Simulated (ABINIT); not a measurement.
Crystal: Zr.

```
Zr
1.0
    -1.81000    1.81000    1.81000
     1.81000   -1.81000    1.81000
     1.81000    1.81000   -1.81000
Zr
1
Direct
  0.00000 0.00000 0.00000
```

This isn't the form of Zr at room conditions, which is hcp.

```yaml
Program: ABINIT 10.8.3 (patched build)
Task: single point
Functional: PBE
Potentials_or_basis: JTH PAW PBE v2.0
Cutoff: 463 eV
k_mesh: 10 × 10 × 10
Occupations: fermi-dirac, width 0.05 eV
Spin: no spin polarisation
```

On this cell: pressure -3.4 GPa; band gap on the k mesh none (metal or under the smearing width).

The same run follows on a disturbed copy (cell strained at random at fixed volume):

```
CELL_PARAMETERS angstrom
-1.84427 1.86024 1.77457
1.87912 -1.87150 1.82068
1.75054 1.77777 -1.78583
ATOMIC_POSITIONS crystal
Zr 0.02239 0.99601 0.01201
```

**Question.** What changes?

**Answer.** The energy (extrapolated to zero smearing) moves by +5.7 meV/atom; pressure -3.4 GPa; band gap on the k mesh none (metal or under the smearing width).

Stress tensor (GPa, compression positive):
```
-3.34  1.40 -0.58
 1.40 -3.35  0.35
-0.58  0.35 -3.50
```
